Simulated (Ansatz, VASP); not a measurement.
# Si in VASP and in Ansatz

The input INCAR:

```
SYSTEM = Si
  PREC = Accurate
  ENCUT = 520
  EDIFF = 1E-6
  ISMEAR = 0
  SIGMA = 0.02
  LREAL = .False.
  LASPH = .True.
  NELM = 60
  ALGO = Fast
  ISIF = 2
  LWAVE = .False.
  LCHARG = .False.
  GGA = PE
  NBANDS = 11
```

KPOINTS

```
regular mesh
0
Gamma
  12 12 12
  0 0 0
```

Contents of POSCAR:

```
Si
1.0
    0.0000000000      2.6681189624      2.6681189624
    2.6681189624      0.0000000000      2.6681189624
    2.6681189624      2.6681189624      0.0000000000
Si
2
Direct
    0.7500000000      0.7500000000      0.7500000000
    0.5000000000      0.5000000000      0.5000000000
```

Input for Ansatz:

```yaml
crystal:
  lattice:
    - [0.0, 2.6681189624, 2.6681189624]
    - [2.6681189624, 0.0, 2.6681189624]
    - [2.6681189624, 2.6681189624, 0.0]
  atoms:
    - { symbol: Si, position: [0.75, 0.75, 0.75] }
    - { symbol: Si, position: [0.5, 0.5, 0.5] }
basis:
  ecutwfc: 420
kpoints:
  mp_grid: { grid: [12, 12, 12] }
  band_path:
    path:
      - [[0.0, 0.0, 0.0], [0.5, 0.0, 0.5], [0.625, 0.25, 0.625]]
      - [[0.375, 0.375, 0.75], [0.0, 0.0, 0.0], [0.5, 0.5, 0.5], [0.5, 0.25, 0.75], [0.5, 0.0, 0.5]]
    npoints: 12
hamiltonian:
  xc: pbe
scf:
  occupations: { method: gaussian, width: 0.02 }
  n_extra_bands: 6
output:
  forces: true
  stress: true
  eigenvalues: true
```

Alike in both runs: task single point; functional PBE; k mesh 12 × 12 × 12; occupations gaussian, width 0.02 eV; no spin polarisation.

|  | VASP | Ansatz |
| --- | --- | --- |
| version | VASP 6.6.1 | Ansatz 0.2.0 |
| potentials or method | VASP PAW PBE potentials, release 64 (Si) | scalar-relativistic, plane waves, PAW |
| plane-wave cutoff (eV) | 520 | 420 |
| valence electrons in the cell | 8 | 8 |

```tsv
	VASP	Ansatz	Ansatz less VASP
gap on the k mesh at the Fermi level (eV)	0.47	0.47	-0.002
least direct gap on the mesh (eV)	2.59	2.58	-0.005
pressure (GPa)	7.6	7.7	+0.10
```

With one functional, cell and mesh, what is left measures potentials, basis and numerics.

A k mesh can miss the band edges.
